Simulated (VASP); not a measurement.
# MoSe2 (P6_3/mmc) in VASP: further runs

One crystal, MoSe2, is run at these levels: PBE+D3(BJ); tasks: relaxation of cell and atoms.

All numbers are computed with VASP 6.6.1; they aren't measurements. Logs are shortened: lines on timing, memory, paths and dates and some standing lists are left out, and cuts for length are marked.

## 1. The crystal as given

It takes space group P6_3/mmc (No. 194, hexagonal). Conventional cell: a = 3.322 Å, b = 3.322 Å, c = 13.543 Å, α = 90.00°, β = 90.00°, γ = 120.00°. Around Mo (site symmetry -6m2) lie 6 Se at 2.53 Å. Around Se (site symmetry 3m) lie 3 Mo at 2.53 Å.

The cell is a database's computed one.

## 2. Relaxation of cell and atoms, PBE+D3(BJ)

File INCAR:

```
PREC     = Accurate       # precision mode
ENCUT    = 600            # plane-wave cutoff, eV
EDIFF    = 1E-6           # SCF threshold, eV
ISMEAR   = 0              # smearing method
SIGMA    = 0.02           # smearing width, eV
LREAL    = F              # projectors in reciprocal space
LASPH    = T              # aspherical terms in the spheres
NELM     = 120            # most SCF steps
ALGO     = Fast           # electronic algorithm
ISIF     = 3              # what is computed and relaxed
LWAVE    = F              # write WAVECAR
LCHARG   = F              # write CHGCAR
GGA      = PE             # functional
IVDW     = 12             # dispersion correction
IBRION   = 2              # ionic algorithm
NSW      = 80             # ionic steps
EDIFFG   = -0.005         # ionic threshold
KPAR     = 4
```

File KPOINTS:

```
regular mesh
0
Gamma
  10 10 3
```

File POSCAR:

```
MoSe2
1.0
    3.3222602000      0.0000000000      0.0000000000
   -1.6611301000      2.8771617000      0.0000000000
    0.0000000000      0.0000000000     13.5429566000
Mo Se
2 4
Direct
    0.6666666700      0.3333333300      0.7500000000
    0.3333333300      0.6666666700      0.2500000000
    0.3333333300      0.6666666700      0.8722223200
    0.6666666700      0.3333333300      0.3722223200
    0.3333333300      0.6666666700      0.6277776800
    0.6666666700      0.3333333300      0.1277776800
```

Potentials or basis: VASP PAW PBE potentials, release 64 (Mo_sv, Se).

The run is started by

```
cat potpaw_PBE.64/Mo_sv/POTCAR potpaw_PBE.64/Se/POTCAR > POTCAR
mpirun -np 4 vasp_std > vasp.out
```

OUTCAR:

```text
PREC = Accurate
   ENCUT = 600
   EDIFF = 1E-6
   ISMEAR = 0
   LREAL = F
   LASPH = T
   NELM = 120
   ISIF = 3
   GGA = PE
   IVDW = 12
   IBRION = 2
   NSW = 80
   EDIFFG = -0.005
 IVDW          = 12

 ion  position               nearest neighbor table
   1  0.667  0.333  0.750-   3 2.53   5 2.53   3 2.53   5 2.53   3 2.53   5 2.53
   2  0.333  0.667  0.250-   4 2.53   6 2.53   4 2.53   6 2.53   4 2.53   6 2.53
   3  0.333  0.667  0.872-   1 2.53   1 2.53   1 2.53
   4  0.667  0.333  0.372-   2 2.53   2 2.53   2 2.53
   5  0.333  0.667  0.628-   1 2.53   1 2.53   1 2.53
   6  0.667  0.333  0.128-   2 2.53   2 2.53   2 2.53

  LATTYP: Found a hexagonal cell.
 ALAT       =     3.3222602000
 C/A-ratio  =     4.0764286313

  Lattice vectors:

 A1 = (   3.3222602000,   0.0000000000,   0.0000000000)
 A2 = (  -1.6611301000,   2.8771617000,   0.0000000000)
 A3 = (   0.0000000000,   0.0000000000,  13.5429566000)

Analysis of symmetry for initial positions (statically):
=====================================================================
 Subroutine PRICEL returns:
 Original cell was already a primitive cell.

 Routine SETGRP: Setting up the symmetry group for a
 hexagonal supercell.

 Subroutine GETGRP returns: Found 24 space group operations
 (whereof 12 operations were pure point group operations)
 out of a pool of 24 trial point group operations.

The static configuration has the point symmetry D_3d.
 The point group associated with its full space group is D_6h.

Analysis of symmetry for dynamics (positions and initial velocities):
=====================================================================
 Subroutine PRICEL returns:
 Original cell was already a primitive cell.

 Routine SETGRP: Setting up the symmetry group for a
 hexagonal supercell.

 Subroutine GETGRP returns: Found 24 space group operations
 (whereof 12 operations were pure point group operations)
 out of a pool of 24 trial point group operations.

The dynamic configuration has the point symmetry D_3d.
 The point group associated with its full space group is D_6h.

 Subroutine INISYM returns: Found 24 space group operations
 (whereof 12 operations are pure point group operations),
 and found     1 'primitive' translations

----------------------------------------------------------------------------------------

                                     Primitive cell

  volume of cell :     129.4528

  direct lattice vectors                    reciprocal lattice vectors
     3.322260200  0.000000000  0.000000000     0.300999904  0.173782377  0.000000000
    -1.661130100  2.877161700  0.000000000     0.000000000  0.347564755  0.000000000
     0.000000000  0.000000000 13.542956600     0.000000000  0.000000000  0.073839120

  length of vectors
     3.322260200  3.322260173 13.542956600     0.347564752  0.347564755  0.073839120

  position of ions in fractional coordinates (direct lattice)
     0.666666670  0.333333330  0.750000000
     0.333333330  0.666666670  0.250000000
     0.333333330  0.666666670  0.872222320
     0.666666670  0.333333330  0.372222320
     0.333333330  0.666666670  0.627777680
     0.666666670  0.333333330  0.127777680

  ion indices of the primitive-cell ions
   primitive index   ion index
                 1           1
                 2           2
                 3           3
                 4           4
                 5           5
                 6           6

----------------------------------------------------------------------------------------

 KPOINTS: regular mesh

Automatic generation of k-mesh.
 Grid dimensions read from file:
 generate k-points for:   10   10    3

 Generating k-lattice:

  Cartesian coordinates                     Fractional coordinates (reciprocal lattice)
     0.030099990  0.017378238  0.000000000     0.100000000 -0.000000000  0.000000000
     0.000000000  0.034756475  0.000000000     0.000000000  0.100000000  0.000000000
     0.000000000  0.000000000  0.024613040     0.000000000  0.000000000  0.333333333

  Length of vectors
     0.034756475  0.034756475  0.024613040

  Shift w.r.t. Gamma in fractional coordinates (k-lattice)
     0.000000000  0.000000000  0.000000000

 Subroutine IBZKPT returns following result:
 ===========================================

 Found     28 irreducible k-points:

 Following reciprocal coordinates:
            Coordinates               Weight
  0.000000  0.000000  0.000000      1.000000
  0.100000  0.000000  0.000000      6.000000
  0.200000  0.000000  0.000000      6.000000
  0.300000  0.000000  0.000000      6.000000
  0.400000  0.000000  0.000000      6.000000
  0.500000  0.000000  0.000000      3.000000
[... 16 lines left out ...]
  0.300000  0.100000  0.333333     24.000000
  0.400000  0.100000  0.333333     24.000000
 [... further k-points ...]
   k-points           NKPTS =     28   k-points in BZ     NKDIM =     28   number of bands    NBANDS=     31
   number of dos      NEDOS =    301   number of ions     NIONS =      6
   total plane-waves  NPLWV =  84672
   dimension x,y,z NGX =    28 NGY =   28 NGZ =  108
   dimension x,y,z NGXF=    56 NGYF=   56 NGZF=  216
   ions per type =               2   4
   NGX,Y,Z   is equivalent  to a cutoff of  14.01, 14.01, 13.26 a.u.
   NGXF,Y,Z  is equivalent  to a cutoff of  28.02, 28.02, 26.51 a.u.
 SYSTEM =  unknown system
   PREC   = accura    normal or accurate (medium, high low for compatibility)
   ISTART =      0    job   : 0-new  1-cont  2-samecut
   ICHARG =      2    charge: 1-file 2-atom 10-const
   ISPIN  =      1    spin polarized calculation?
   LNONCOLLINEAR =      F non collinear calculations
   LSORBIT =      F    spin-orbit coupling
   LASPH  =      T    aspherical Exc in radial PAW
   ENCUT  =  600.0 eV  44.10 Ry    6.64 a.u.   6.64  6.64 27.05*2*pi/ulx,y,z
   NELM   =    120;   NELMIN=  2; NELMDL= -5     # of ELM steps
   EDIFF  = 0.1E-05   stopping-criterion for ELM
   LREAL  =      F    real-space projection
   EDIFFG = -.5E-02   stopping-criterion for IOM
   NSW    =     80    number of steps for IOM
   IBRION =      2    ionic relax: 0-MD 1-quasi-New 2-CG
   NFREE  =      1    steps in history (QN), initial steepest desc. (CG)
   ISIF   =      3    stress and relaxation
   ISYM   =      2    0-nonsym 1-usesym 2-fastsym
   POTIM  = 0.5000    time-step for ionic-motion
   TEBEG  =    0.0;   TEEND  =   0.0 temperature during run
   PSTRESS=    0.0 pullay stress
   NELECT =      52.0000    total number of electrons
   NUPDOWN=      -1.0000    fix difference up-down
   EMIN   =  10.00;   EMAX   =-10.00  energy-range for DOS
   EFERMI =   0.00;   METHOD = LEGACY
   ISMEAR =     0;   SIGMA  =   0.02  broadening in eV -4-tet -1-fermi 0-gaus
   EFERMI_NEDOS =   21; number of points for ismear=-14 and -15
   IALGO  =     68    algorithm
   IMIX   =      4    mixing-type and parameters
     AMIX     =   0.40;   BMIX     =  1.00
     AMIX_MAG =   1.60;   BMIX_MAG =  1.00
  volume/ion in A,a.u.               =      21.58       145.60
  Fermi-wavevector in a.u.,A,eV,Ry     =   1.207922  2.282641 19.851921  1.459075
  Thomas-Fermi vector in A             =   2.343545
   LORBIT       =      0    0 simple, 1 ext, 2 COOP (PROOUT), +10 PAW based schemes
   GGA     = PE    functional components
   LHFCALC =     F    Hartree Fock is set to
   AEXX    =    0.0000 exact exchange contribution
   IVDW    =    12    specifies the selected vdW correction
   LEPSILON=     F    determine dielectric tensor
   LRPA    =     F    only Hartree local field effects (RPA)
 conjugate gradient relaxation of ions
 non-spin polarized calculation
 RMM-DIIS sequential band-by-band and
 Gauss-broadening in eV      SIGMA  =   0.02
  energy-cutoff  :      600.00
  volume of cell :      129.45
 maximum number of plane-waves:      4387
 NGX is ok and might be reduce to    28
   NGX = 13   NGY = 13   NGZ = 55

--------------------------------------- Ionic step        1  -------------------------------------------

 number of electron      52.0000003 magnetization

 Free energy of the ion-electron system (eV)
  ---------------------------------------------------
  ext. energy  EPLUGINS =         0.00000000
  ---------------------------------------------------
  free energy    TOTEN  =       -39.95065969 eV

  energy without entropy =      -39.95065969  energy(sigma->0) =      -39.95065969

------------------------ aborting loop because EDIFF is reached ----------------------------------------

 Edisp (eV)   -2.62934

 E8    (eV) :    -1.1362

  FORCE on cell =-STRESS in cart. coord.  units (eV):
  Direction    XX          YY          ZZ          XY          YZ          ZX
  --------------------------------------------------------------------------------------
  -------------------------------------------------------------------------------------
  Total      -1.98882    -1.98882    -0.50677     0.00000     0.00000     0.00000
  in kB     -24.61475   -24.61475    -6.27200     0.00000     0.00000     0.00000
  external pressure =      -18.50 kB  Pullay stress =        0.00 kB
[... 109 lines left out ...]
  FREE ENERGIE OF THE ION-ELECTRON SYSTEM (eV)
  ---------------------------------------------------
  free  energy   TOTEN  =       -42.6078224876 eV

  energy  without entropy=      -42.6078224876  energy(sigma->0) =      -42.60782249

[... ionic steps 4 to 12 ...]

--------------------------------------- Ionic step       13  -------------------------------------------

 number of electron      52.0000002 magnetization

------------------------ aborting loop because EDIFF is reached ----------------------------------------

 Edisp (eV)   -2.87190

 E8    (eV) :    -1.2390
[... 77 lines left out ...]
  energy  without entropy=      -42.6880393063  energy(sigma->0) =      -42.68803931

--------------------------------------- Ionic step       15  -------------------------------------------

 number of electron      52.0000003 magnetization

 Free energy of the ion-electron system (eV)
  ---------------------------------------------------
  ext. energy  EPLUGINS =         0.00000000
  ---------------------------------------------------
  free energy    TOTEN  =       -39.81495630 eV

  energy without entropy =      -39.81495630  energy(sigma->0) =      -39.81495630

 E-fermi :   6.9498     XC(G=0): -10.8303

 val. band max:        6.7201921826   @ k =   0.0000   0.0000   0.0000
 cond. band min:       7.4790471579   @ k =   0.2000   0.2000   0.0000
 fundamental gap:      0.7588549753
 Fermi energy:         6.9497653257

 k-point     1 :       0.0000    0.0000    0.0000
  band No.  band energies     occupation
      1     -54.4831      2.00000
      2     -54.4831      2.00000
      3     -28.6538      2.00000
      4     -28.6538      2.00000
      5     -28.4559      2.00000
      6     -28.4559      2.00000
[... 805 lines left out ...]
     30       8.7898      0.00000
     31       9.5406      0.00000

 [... further k-points ...]

------------------------ aborting loop because EDIFF is reached ----------------------------------------

 Edisp (eV)   -2.87309

 E8    (eV) :    -1.2395

  FORCE on cell =-STRESS in cart. coord.  units (eV):
  Direction    XX          YY          ZZ          XY          YZ          ZX
  --------------------------------------------------------------------------------------
  -------------------------------------------------------------------------------------
  Total       0.00634     0.00634    -0.01074     0.00000    -0.00000     0.00000
  in kB       0.08566     0.08566    -0.14524     0.00000    -0.00000     0.00000
  external pressure =        0.01 kB  Pullay stress =        0.00 kB
[... 21 lines left out ...]
  FREE ENERGIE OF THE ION-ELECTRON SYSTEM (eV)
  ---------------------------------------------------
  free  energy   TOTEN  =       -42.6880485051 eV

  energy  without entropy=      -42.6880485051  energy(sigma->0) =      -42.68804851

 reached required accuracy - stopping structural energy minimisation
```

Run time: 11 min. Hardware: 4 MPI ranks of Intel Xeon Platinum 8259CL at 2.50GHz (Skylake/Cascade Lake), shared host; peak memory 0.38 GiB.

What came out:

* Free energy: -42.6880 eV
* Relaxed volume: 19.75 Å³/atom
* Relaxed cell: a = 3.278 Å, b = 3.278 Å, c = 12.730 Å, α = 90.00°, β = 90.00°, γ = 120.00°
* Space group after relaxing (to 0.05 Å): P6_3/mmc (No. 194)
* Energy gained by relaxing: 18.0 meV/atom
* Ionic steps: 15
* Pressure after relaxing: 0.0 GPa
* Band gap on the k mesh: 0.76 eV, indirect (least direct gap 1.58 eV)
* Dispersion energy per atom: -0.479 eV

The path:
| step | energy change (eV) | largest force (eV/Å) | pressure (GPa) | volume (Å³) |
| --- | --- | --- | --- | --- |
| 1 | 0.0000 | 0.2047 | -1.85 | 129.45 |
| 2 | -0.0243 | 0.4714 | 1.62 | 124.83 |
| 3 | -0.0278 | 0.3997 | 0.69 | 126.01 |
| 4 | -0.0402 | 0.0134 | -0.59 | 125.28 |
| 5 | -0.0416 | 0.0868 | -0.28 | 125.46 |
| 6 | -0.0543 | 0.0824 | -0.27 | 124.61 |
| 7 | -0.0867 | 0.0745 | -0.15 | 122.05 |
| 8 | -0.1028 | 0.0453 | 0.69 | 116.91 |
| 9 | -0.1071 | 0.0779 | 0.33 | 118.81 |
| 10 | -0.1074 | 0.0723 | 0.42 | 118.37 |
| 11 | -0.0889 | 0.3700 | -2.34 | 119.50 |
| 12 | -0.1080 | 0.0035 | -0.01 | 118.54 |
| 13 | -0.1080 | 0.0019 | -0.02 | 118.54 |
| 14 | -0.1080 | 0.0044 | 0.03 | 118.46 |
| 15 | -0.1081 | 0.0009 | 0.00 | 118.49 |

Final structure:
```
CELL_PARAMETERS angstrom
3.27846 0.00000 0.00000
-1.63923 2.83923 0.00000
0.00000 0.00000 12.72952
ATOMIC_POSITIONS crystal
Mo 0.66667 0.33333 0.75000
Mo 0.33333 0.66667 0.25000
Se 0.33333 0.66667 0.88164
Se 0.66667 0.33333 0.38164
Se 0.33333 0.66667 0.61836
Se 0.66667 0.33333 0.11836
```

Levels at points of the mesh, in eV from the valence-band top:
```tsv
k point	band 23	band 24	band 25	band 26	band 27	band 28	band 29	band 30
(0.00, 0.00, 0.00)	-1.48	-1.19	-0.68	0.00	2.46	2.46	2.55	2.55
(0.50, 0.00, 0.00)	-1.24	-1.20	-1.12	-0.87	1.55	1.61	1.78	2.17
```

Caveat: an odd mesh through Γ misses points on the zone boundary, where band edges often lie. PBE gaps usually lie below the measured ones, often by a third to a half.

## 3. Relaxation of cell and atoms, PBE+D3(BJ)

This run uses another cell than the first one, of 19.75 Å³/atom, 0.915 times its volume.

INCAR is that of step 2.

KPOINTS is that of step 2.

File POSCAR:

```
MoSe2                                   
1.0
    3.2784556598      0.0000000000      0.0000000000
   -1.6392278299      2.8392258566      0.0000000000
   -0.0000000000      0.0000000000     12.7295169218
  Mo              Se            
     2     4
Direct
     0.6666666699999979    0.3333333300000021    0.7500000000000000
     0.3333333300000021    0.6666666699999979    0.2500000000000000
     0.3333333300000021    0.6666666699999979    0.8816382259161544
     0.6666666699999979    0.3333333300000021    0.3816382259161545
     0.3333333300000021    0.6666666699999979    0.6183617740838456
     0.6666666699999979    0.3333333300000021    0.1183617740838454
```

Potentials or basis: VASP PAW PBE potentials, release 64 (Mo_sv, Se).

The run is started by

```
cat potpaw_PBE.64/Mo_sv/POTCAR potpaw_PBE.64/Se/POTCAR > POTCAR
mpirun -np 4 vasp_std > vasp.out
```

It took 66 s on 4 MPI ranks of Intel Xeon Platinum 8259CL at 2.50GHz (Skylake/Cascade Lake), shared host; peak memory 0.34 GiB.

The run converged. Its results:

| Property | Result |
| --- | --- |
| Free energy | -42.6850 eV |
| Pressure after relaxing | 0.0 GPa |
| Band gap on the k mesh | 0.76 eV, indirect (least direct gap 1.58 eV) |
| Dispersion energy per atom | -0.479 eV |

Final structure:
```
Mo Se
1.0
     3.27846    0.00000    0.00000
    -1.63923    2.83923    0.00000
     0.00000    0.00000   12.72952
Mo Se
2 4
Direct
  0.66667 0.33333 0.75000
  0.33333 0.66667 0.25000
  0.33333 0.66667 0.88164
  0.66667 0.33333 0.38164
  0.33333 0.66667 0.61836
  0.66667 0.33333 0.11836
```

Levels at points of the mesh, in eV from the valence-band top:
| k point | band 22 | band 23 | band 24 | band 25 | band 26 | band 27 | band 28 | band 29 | band 30 | band 31 |
| --- | --- | --- | --- | --- | --- | --- | --- | --- | --- | --- |
| (0.00, 0.00, 0.00) | -1.48 | -1.48 | -1.19 | -0.68 | 0.00 | 2.46 | 2.51 | 2.57 | 2.60 | 2.63 |
| (0.50, 0.00, 0.00) | -2.25 | -1.24 | -1.19 | -1.12 | -0.87 | 1.55 | 1.61 | 1.79 | 2.17 | 2.64 |

Caveat: the relaxation stopped at its first step, so nothing moved; an odd mesh through Γ misses points on the zone boundary, where band edges often lie.
